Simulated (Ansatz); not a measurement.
# AlGaN2: a hydrostatic pressure series

An exercise on one series of results from a longer session: the logs are not shown, and one member is left open.

Computed with Ansatz 0.2.0 (DFT LDA, scalar-relativistic, plane waves, PAW, unless a step's input says otherwise).

2 further runs of the same task are left out: 2 set aside as unsound or not needed.

## The system as given

It takes space group P-4m2 (No. 115, tetragonal). Conventional cell: a = 3.115 Å, b = 3.115 Å, c = 4.384 Å, α = 90.00°, β = 90.00°, γ = 90.00°. Al (site symmetry -4m2) is surrounded by 4 N at 1.88 Å. Ga (site symmetry -4m2) has 4 N at 1.93 Å as nearest neighbours. N (site symmetry 2mm) has 2 Al at 1.88 Å and 2 Ga at 1.93 Å as nearest neighbours.

Coordinates:

```
CELL_PARAMETERS angstrom
3.11529 0.00000 0.00000
0.00000 3.11529 0.00000
0.00000 0.00000 4.38433
ATOMIC_POSITIONS crystal
Al 0.50000 0.50000 0.50000
Ga 0.00000 0.00000 0.00000
N 0.50000 0.00000 0.74005
N 0.00000 0.50000 0.25995
```

It goes back to an entry of the Materials Project, which need not be the stable form.

This cell was relaxed beforehand with the same method: volume 10.64 Å³/atom, gap on the mesh 3.05 eV.

The first run:

File input.yaml:

```yaml
crystal:
  lattice:
    - [3.1352576529, 0.0, 0.0]
    - [0.0, 3.1352576529, 0.0]
    - [0.0, 0.0, 4.4124368532]
  atoms:
    - { symbol: Al, position: [0.5, 0.5, 0.5] }
    - { symbol: Ga, position: [0.0, 0.0, 0.0] }
    - { symbol: "N", position: [0.5, 0.0, 0.7400513254] }
    - { symbol: "N", position: [0.0, 0.5, 0.2599486746] }
basis:
  ecutwfc: 420
kpoints:
  mp_grid: { grid: [8, 8, 6] }
hamiltonian:
  xc: lda
scf:
  occupations: { method: gaussian, width: 0.02 }
output:
  forces: true
  stress: true
  eigenvalues: true
relax:
  adjacent_minimum: "off"
  f_tol: 0.008
  max_steps: 50
  cell: { stress_tol: 0.08, p_target: -2.0 }
```

Launch:

```
ansatz run input.yaml --threads 1 --pin off --max-ram 2560MiB --backend cpu --events-out ev --progress --plain --runs-dir out
```

Steps of the session up to this table: Target pressure -2 GPa; Band edges over the zone at -2 GPa; Target pressure 2 GPa; Band edges over the zone at 2 GPa; 5 GPa; The gap over the whole zone at 5 GPa; Relaxing at 10 GPa; The gap over the whole zone at 10 GPa; 20 GPa; Seeking the band edges at 20 GPa; 40 GPa; The gap over the whole zone at 40 GPa.

One table of the session follows, with a row left open; its other results are not shown here.

Lengths are those of the vectors of the cell that was run:

```
P (GPa)  V (Å³/atom)  a (Å)  b (Å)  c (Å)  ΔH (eV/atom)
     -2        10.75  3.126  3.126  4.400        -0.133
      0        10.64  3.115  3.115  4.384         0.000
      2        10.53  3.105  3.105  4.369         0.132
      5            ?      ?      ?      ?             ?
     10        10.17  3.070  3.070  4.318         0.649
     20         9.80  3.033  3.033  4.260         1.272
     40         9.20  2.974  2.974  4.162         2.456
```

**Question.** Estimate the row for P (GPa) = 5.

Worked estimate for «V (Å³/atom)». A straight line through the neighbours (2, 10.53) and (10, 10.17) gives 10.53 + (10.17 − 10.53) × (5 − 2) / (10 − 2) = 10.39; a parabola fitted to 4 rows on both sides gives 10.39.

As computed: V (Å³/atom): 10.39; a (Å): 3.091; b (Å): 3.091; c (Å): 4.350; ΔH (eV/atom): 0.328. In «V (Å³/atom)» the line misses by 0.00 and the parabola by 0.00.

ΔH is E + PV over the energy at zero pressure; a, b and c are the vectors of the computed cell.
